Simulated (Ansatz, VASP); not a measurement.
**PbS (Galena) in VASP and in Ansatz**

```
CELL_PARAMETERS angstrom
4.19420 0.00000 0.00000
2.09710 3.63229 0.00000
2.09710 1.21076 3.42455
ATOMIC_POSITIONS crystal
Pb 0.00000 0.00000 0.00000
S 0.50000 0.50000 0.50000
```

Alike in both runs: task single point; functional PBE; k mesh 4 × 4 × 4; no spin polarisation.

|  | VASP | Ansatz |
| --- | --- | --- |
| version | VASP 6.6.1 | Ansatz 0.2.0 |
| potentials or method | VASP PAW PBE potentials, release 64 (Pb_d, S) | plane waves, PAW |
| plane-wave cutoff (eV) | 520 | 420 |
| occupations | gaussian, width 0.01 eV | fixed |
| valence electrons in the cell | 20 | 20 |

```tsv
	VASP	Ansatz	Ansatz less VASP
pressure (GPa)	2.3	2.3	+0.07
```

Ansatz warned: «stress_scf_threshold_loose».

Caveats: the k mesh is coarse (spacing up to 0.46 Å⁻¹), so the values aren't converged.
